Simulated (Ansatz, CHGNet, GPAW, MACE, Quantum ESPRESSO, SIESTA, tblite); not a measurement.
# Running AlP(100) slab, H on both faces (108 atoms) with GPAW, part 2 of 2

Wanted: GPAW inputs and outputs for AlP(100) slab, H on both faces (108 atoms), checked against a plane-wave reference.

Program: GPAW 26.7.0; the method stands at each step. Banners, paths, timers and routine set-up lines are dropped from the logs unmarked, and long logs keep their key lines alone; longer cuts are marked.

So far. Step 3 (PBE, LCAO sz(dzp), h 0.2 Å): Against the first run (17 %), the force difference from the reference is 128 %, at 0.29 times the CPU time, with 324 basis functions against 1116: the smaller basis costs accuracy. Step 4 (LDA, LCAO dzp, h 0.2 Å): Against the first run (17 %), the force difference from the reference is 27 %, at 0.94 times the CPU time; the model has changed, so this is no error of the program alone.

## 5. PBE, LCAO dzp, h 0.16 Å

Method: Kohn-Sham DFT, PBE, PAW, atomic orbitals (dzp).

run.py

```python
import numpy as np
from ase.io import read
from gpaw import GPAW, FermiDirac
from ase.parallel import parprint as print

atoms = read("structure.xyz")
atoms.calc = GPAW(
    mode="lcao",
    basis="dzp",
    h=0.16,
    xc="PBE",
    kpts={"size": (1, 1, 1), "gamma": True},
    occupations=FermiDirac(0.05),
    maxiter=200,
    symmetry={"point_group": False},
    txt="gpaw.txt",
)
energy = atoms.get_potential_energy(force_consistent=True)
forces = atoms.get_forces()
print(f"energy {energy:.6f} eV")
print("forces (eV/A)")
for i, (a, f) in enumerate(zip(atoms, forces)):
    print(f"{i:4d} {a.symbol:2s} {f[0]:10.5f} {f[1]:10.5f} {f[2]:10.5f}")
print(f"Fermi level {atoms.calc.get_fermi_level():.4f} eV")
for k in range(len(atoms.calc.get_ibz_k_points())):
    for s in range(atoms.calc.get_number_of_spins()):
        e = atoms.calc.get_eigenvalues(kpt=k, spin=s)
        n = np.searchsorted(e, atoms.calc.get_fermi_level())
        print(f"k {k} spin {s} levels about the Fermi level:", np.round(e[max(n - 6, 0):n], 4).tolist(), "|", np.round(e[n:n + 6], 4).tolist())
```

structure.xyz

```xyz
108
Lattice="11.58877 0.00000 0.00000 0.00000 11.58877 0.00000 0.00000 0.00000 21.29230" Properties=species:S:1:pos:R:3 pbc="T T T"
[... 108 atom lines left out: the same atoms as in the first run ...]
```

Command:

```sh
$ OMP_NUM_THREADS=1 mpirun -np 2 gpaw python run.py > output.txt
```

What it wrote:

```text
energy -450.179393 eV
forces (eV/A)
   0 Al    0.67075   -0.56072   -0.02570
   1 P    -1.53019   -0.17408    0.53441
   2 Al    0.14586   -0.34783    0.57042
   3 P    -0.49744   -0.12679    0.21849
   4 Al   -0.13949    0.24904    0.52982
   5 P     0.02981    0.15290   -0.49009
   6 Al    1.39280    0.84620   -1.57560
   7 P    -0.13229   -0.68399   -0.37389
   8 Al   -0.29734    0.43711    0.39346
   9 P    -0.97029   -0.51270    1.39000
  10 Al   -0.45994    0.18735    0.50315
  11 P     0.19993   -0.13776   -0.67186
  12 Al    0.81644   -0.35326    0.06920
  13 P     0.24948    0.78133   -0.02732
  14 Al    0.17395    0.81148    0.03173
  15 P    -1.04459   -1.06295   -0.08220
  16 Al    0.09002    0.37709    0.41113
  17 P    -0.18223    0.42453    2.25536
  18 Al    0.45359    0.36476    0.20369
  19 P     0.14465   -0.18931   -0.36820
  20 Al   -0.52690   -0.55862   -0.23014
  21 P    -0.01589   -0.08820   -1.22233
  22 Al   -0.67491    0.58115   -0.75123
  23 P     0.23596   -0.81853   -0.04308
[...]
100 H    -0.57886   -0.00706   -0.83004
 101 H     1.12752   -0.02305   -1.41138
 102 H     0.03670    0.02966    0.42177
 103 H     0.41245   -0.01762    0.70813
 104 H    -2.41613   -0.07096   -2.29995
 105 H     0.67742   -0.06102   -1.07909
 106 H     0.38030   -0.00935    0.65565
 107 H     0.19695   -0.02436    0.25582
Fermi level 2.0440 eV
k 0 spin 0 levels about the Fermi level: [0.1867, 0.4493, 0.5095, 1.4853, 2.0335, 2.0372] | [2.0746, 2.1136, 2.1188, 2.1667, 2.1913, 2.2199]
```

gpaw.txt:

```text
Input parameters:
  mode=LCAO(),
  basis={'default': 'dzp'},
  h=0.16,
  kpts=MonkhorstPack(size=(1, 1, 1), gamma=True),
  maxiter=200,
  occupations=Occupations(name='fermi-dirac', width=0.05, fixmagmom=False),
  symmetry=Symmetry(point_group=False),
  xc=XC(name='PBE')
Unit cell  # Å
| periodic |         x |         y |         z |   lengths |    angles |
[... lines left out ...]
  Fermi-Dirac:
[... lines left out ...]
convergence criteria:
- Maximum [total energy] change in last 3 cyles: 0.0005 eV / valence electron
[... lines left out ...]
Converged in 20 steps
[... lines left out ...]
  Coulomb:        -642.037803
  Zero:             -0.745389
  External:          0.000000
  Xc:             -527.497854
  Entropy:          -0.373971
  Spinorbit:         0.000000
  ----------------------------
  Free energy:    -450.179393
  Extrapolated:   -449.992408
dipole moment: (68.054143, 28.501743, -5.440532)  # |e|*Ang
Fermi level: 2.044
Eigenvalues  # (at kpt = [0.000, 0.000, 0.000])
| band index |      eig [eV] | occ [0-2] |
|------------|---------------|-----------|
|          0 |       -12.957 |     2.000 |
|        ... |               |           |
|        154 |         0.134 |     2.000 |
|        155 |         0.186 |     2.000 |
[...]
|        169 |         2.305 |     0.011 |
|        ... |               |           |
|        198 |         3.932 |     0.000 |
Gap: 0.037 eV
Transition (v -> c):
  (s=0, k=0, n=161, [0.00, 0.00, 0.00]) -> (s=0, k=0, n=162, [0.00, 0.00, 0.00])
No difference between direct/indirect transitions
Force computation time: 29.607  # s
```

Wall time 4.9 min (2 MPI ranks of Arm Neoverse V2, shared host); peak memory 4 GiB.

Against the reference:

- r.m.s. force component: 0.7012 eV/Å
- r.m.s. difference of force components: 111.5 meV/Å
- longest difference of force vectors: 510.5 meV/Å
- force difference over r.m.s. force: 17.37 %
- slope of forces against the reference's: 1.081
- correlation of force components: 0.9901
- energy less the same-level run's: -8.997 meV/atom
- r.m.s. force difference from the same-level run: 6.358 meV/Å

Against the first run (17 %), the force difference from the reference is 17 %, at 1.8 times the CPU time (on 2 against 1 cores): the change moves forces by 6.4 meV/Å r.m.s., so most of the difference comes from elsewhere.

## 6. Side by side

Differences are against the plane-wave reference, forces as r.m.s. over components; share is that over the reference's r.m.s. force, slope the least-squares factor from reference forces to these. Total energies of different programs have different zeros and aren't compared.

| run | Δ force, r.m.s. (meV/Å) | share (%) | slope | cores | CPU time | memory (GiB) |
| --- | --- | --- | --- | --- | --- | --- |
| reference | - | - | - | 4 | 2.6 min | 2.6 |
| GPAW PBE, LCAO dzp, h 0.2 Å | 112 | 17.5 | 1.082 | 1 | 5.3 min | 1.9 |
| GPAW PBE, LCAO sz(dzp), h 0.2 Å (coarse) | 823 | 128 | 1.510 | 1 | 93 s | 1.5 |
| GPAW LDA, LCAO dzp, h 0.2 Å | 172 | 26.8 | 1.092 | 1 | 5 min | 1.9 |
| GPAW PBE, LCAO dzp, h 0.16 Å | 111 | 17.4 | 1.081 | 2 | 9.9 min | 4.0 |

Rows marked coarse were listed beforehand as settings not expected to be converged; some can still land near the reference.

CPU time is summed over cores on a shared host, where runs went side by side, so it is rough. Symmetry, cutoffs, thresholds, outputs and thread counts weren't matched or tuned between programs; memory under MPI is the largest rank's times the ranks.

Within one program, basis, potentials and functional, energies share a zero. Each run against its twin at the usual cutoff or grid and solver:

| run | twin | Δ energy (meV/atom) | Δ force, r.m.s. (meV/Å) | CPU time over the twin's |
| --- | --- | --- | --- | --- |
| GPAW PBE, LCAO dzp, h 0.16 Å | LCAO dzp, h 0.2 Å | -9.00 | 6.36 | 1.9 (this twin ran on 1 cores) |

## 7. Summary of results

```json
{
  "nearest in forces": "a tie at 17 % of 2 runs: GPAW PBE, LCAO dzp, h 0.2 Å; GPAW PBE, LCAO dzp, h 0.16 Å"
}
```

What this shows: The PBE runs in local orbitals, coarse settings apart, differ by 17 % in each run; basis, grid and potentials can all enter. Rows with another functional or a dispersion term differ by 27 % (GPAW LDA, LCAO dzp, h 0.2 Å), which mixes the change of model with differences of basis and potentials. Runs with settings chosen to be coarse differ by 128 % (GPAW PBE, LCAO sz(dzp), h 0.2 Å), their programs' other errors included. None of the electronic-structure runs in the table takes under half the reference's CPU time of 2.6 min; they take 0.60 to 3.8 times as much. Caps of real hydrogen don't mimic the fractional bonds of a polar compound, so surface states and strained caps may belong to the model. The electronic-structure runs sample only Γ, in a cell whose shortest periodic width is 12 Å, which is coarse for a cell with partly filled levels.

[Also dropped from logs without a mark: logging warnings of Python, and SIESTA's first energy breakdown and zero terms.]

[Logs are printed without paths, hosts, clocks, repeated set-up lines and the standing remarks that a program may print on its own settings, such as how far it seeks lower states.]

[Hosts, paths, dates, database ids (printed as entryN), source tags and the programs' standing remarks are cut or masked in the printed files.]
